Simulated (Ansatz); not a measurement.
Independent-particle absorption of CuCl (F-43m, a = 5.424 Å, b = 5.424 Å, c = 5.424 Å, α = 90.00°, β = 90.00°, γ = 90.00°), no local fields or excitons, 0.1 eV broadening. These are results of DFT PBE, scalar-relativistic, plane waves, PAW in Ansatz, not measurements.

Settings: cutoff 420 eV, Γ-centred mesh 12×12×12 on the computed 2-atom cell, Gaussian smearing of 0.02 eV; no spin polarisation. The spectrum is summed on a 18×18×18 mesh.

```xyz
2
Lattice="1.9179 1.1073 3.1316 -1.9179 1.1073 3.1316 0.0000 -2.2146 3.1316" Properties=species:S:1:pos:R:3 pbc="T T T"
Cu    0.0000    0.0000    0.0802
Cl    0.0000    0.0000    7.1256
```

| photon energy (eV) | ε2,xx |
| --- | --- |
| 0.0 | 0.00 |
| 0.4 | 0.03 |
| 0.8 | 1.16 |
| 1.2 | 1.01 |
| 1.6 | 0.90 |
| 2.0 | 0.86 |
| 2.4 | 0.87 |
| 2.8 | 0.94 |
| 3.2 | 1.16 |
| 3.6 | 1.50 |
| 4.0 | 1.31 |
| 4.4 | 1.81 |
| 4.8 | 2.81 |
| 5.2 | 2.19 |
| 5.6 | 3.72 |
| 6.0 | 5.07 |
| 6.4 | 4.71 |
| 6.8 | 3.60 |
| 7.2 | 4.27 |
| 7.6 | 6.03 |
| 8.0 | 5.39 |
| 8.4 | 5.60 |
| 8.8 | 5.30 |
| 9.2 | 4.61 |
| 9.6 | 4.23 |
| 10.0 | 3.56 |
| 10.4 | 3.25 |
| 10.8 | 3.44 |
| 11.2 | 2.33 |
| 11.6 | 2.41 |
| 12.0 | 5.43 |
| 12.4 | 2.70 |
| 12.8 | 1.94 |
| 13.2 | 1.70 |
| 13.6 | 1.68 |
| 14.0 | 1.38 |

The strongest peak lies near 8.6 eV. ε∞ (xx, yy, zz) = 5.6, 5.6, 5.6.

Cost: 1 run of about 2.9 core-minutes, on Arm Neoverse V1 (shared hosts).